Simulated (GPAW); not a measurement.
## Equation of state of BaZrO3 under PBE

```cif
data_structure
_symmetry_space_group_name_H-M 'P 1'
_symmetry_Int_Tables_number 1
_cell_length_a 4.1913
_cell_length_b 4.1913
_cell_length_c 4.1913
_cell_angle_alpha 90.000
_cell_angle_beta 90.000
_cell_angle_gamma 90.000
_cell_volume 73.63
loop_
_atom_site_label
_atom_site_type_symbol
_atom_site_fract_x
_atom_site_fract_y
_atom_site_fract_z
_atom_site_occupancy
Ba1 Ba 0.00000 0.00000 0.00000 1
Zr1 Zr 0.50000 0.50000 0.50000 1
O1 O 0.50000 0.50000 0.00000 1
O2 O 0.50000 0.00000 0.50000 1
O3 O 0.00000 0.50000 0.50000 1
```

The cell was scaled at fixed shape and fractions and run with GPAW, GPAW PAW data sets (gpaw-data 1.2.1), cutoff 800 eV; PBE, k mesh 6 × 6 × 6 on the cell of 5 atoms, fermi-dirac occupations of 0.05 eV, no spin polarisation, no spin-orbit coupling. Energies are those that the program minimises, any entropy of the smearing included.

| V (Å³/atom) | energy over the lowest row (meV/atom) |
| --- | --- |
| 13.8426 | 55.93 |
| 14.1371 | 31.34 |
| 14.4316 | ? |
| 14.7261 | 4.10 |
| 15.0207 | 0.00 |
| 15.3152 | 1.41 |
| 15.6097 | 7.79 |

Problem. Fit the third-order Birch-Murnaghan form, give V0, B0 and B′, and predict the energy left open.

Solution. With y = (V0/V)^(2/3), E = E0 + (9 V0 B0/16) [(y - 1)³ B′ + (y - 1)² (6 - 4y)]. Least squares through the rows shown give V0 = 15.0881 Å³/atom, E0 = -0.14 meV, B0 = 149.8 GPa (1 eV/Å³ = 160.218 GPa) and B′ = 4.37, with a largest miss of 0.01 meV. At V = 14.4316 the form with these constants gives 14.32 meV; the run gave 14.31 meV an atom. Measured volume: 14.73 Å³/atom at 300 K (arxiv:cond-mat/0602127), so the fit lies +2.4 % from it. The runs are for a static lattice.

The fitted minimum lies between two computed volumes, and the curve rises more steeply on compression than on expansion, as the positive B′ requires. In this cubic perovskite with fixed fractions, every Zr–O bond scales with the cell edge. Compression therefore acts directly on the stiff, partly covalent Zr 4d–O 2p framework, and short-range repulsion grows faster than the Madelung attraction.

The +2.4 % excess in volume is typical of PBE, whose gradient correction tends to underbind solids. Lattice vibrations are unlikely to account for it, since zero-point motion and heating would normally expand the cell further. Because the material stiffens under compression, B0 at the overlarge PBE equilibrium is lower than the modulus the same curve would give at the measured volume.

The close match at the omitted point supports the fit as an interpolation, but doesn't test it at much higher pressure. Nor does the curve show that the cubic structure is stable against octahedral tilting, which the five-atom cell cannot accommodate.
